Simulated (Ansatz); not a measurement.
The system is Zr.

```xyz
2
Lattice="3.2320 0.0000 0.0000 -1.6160 2.7990 0.0000 0.0000 0.0000 5.1470" Properties=species:S:1:pos:R:3 pbc="T T T"
Zr    1.6160    0.9330    3.8603
Zr    0.0000    1.8660    1.2868
```

```yaml
Program: Ansatz 0.2.0
Task: relaxation of cell and atoms
Functional: revPBE
Dispersion: D3(BJ)
Potentials_or_basis: all-electron LAPW, scalar-relativistic
Basis_error_allowed: 0.001 eV/atom
k_mesh: 9 × 9 × 5
Occupations: fermi-dirac, width 0.05 eV
Spin: no spin polarisation
```

At the start: volume 23.28 Å³/atom.

Task: Where does the relaxation end?

Result: Over 5 steps the energy falls by 18.7 meV/atom and the volume is 22.09 Å³/atom (-5.1 %); space group P6_3/mmc (No. 194, to 0.05 Å).

The path:
```tsv
step	energy change (eV)	largest force (eV/Å)	volume (Å³)
1	0.0000	0.0000	46.56
2	-0.0373	0.0000	44.31
3	-0.0375	0.0000	44.17
4	-0.0375	0.0000	44.18
5	-0.0375	0.0000	44.18
```

Final structure:
```
CELL_PARAMETERS angstrom
3.16337 0.00000 0.00000
-1.58169 2.73956 0.00000
0.00000 0.00000 5.09810
ATOMIC_POSITIONS crystal
Zr 0.66667 0.33333 0.75000
Zr 0.33333 0.66667 0.25000
```
